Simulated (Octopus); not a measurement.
# W in Octopus: convergence with k mesh

The system is W.

```
W
1.0
    -1.58234    1.58234    1.58234
     1.58234   -1.58234    1.58234
     1.58234    1.58234   -1.58234
W
1
Cartesian
  0.0000 0.0000 0.0000
```

```yaml
Program: Octopus 16.4
Task: convergence study
Functional: OLYP
Potentials_or_basis: hgh_lda_sc (LDA, semicore)
Grid_spacing: 0.183 Å
k_mesh: 2 × 2 × 2
Occupations: fermi-dirac, width 0.1 eV
Spin: collinear spin, random start
Starting_moments: "[-0.135] μB"
```

These are the settings of the first run; the series varies k mesh, with any setting tied to it.

Hardware: 1 thread of AMD EPYC 7R13 Processor (Zen 3), on a shared host.

```tsv
k mesh	energy less the tightest run, at zero smearing (meV/atom)	SCF cycles	CPU time (s)	peak memory (GiB)
2 × 2 × 2	692.90	13	8.1	0.08
4 × 4 × 4	164.51	14	18	0.14
5 × 5 × 5	-36.29	13	24	0.16
7 × 7 × 7	79.48	14	45	0.27
9 × 9 × 9	-0.87	13	71	0.44
11 × 11 × 11	33.75	14	120	0.67
13 × 13 × 13	0.00	13	190	0.98
```

Not settled before the last step: the energy (to 1 meV/atom). Meshes of other sizes hit other points, so gaps and Fermi surfaces needn't settle smoothly. The tightest run that finished is the yardstick and may itself not be fully converged.

Caveat, for the tightest run too: this is an older set of potentials, less accurate than current ones. Spin-orbit coupling is left out, which matters for the levels of W.
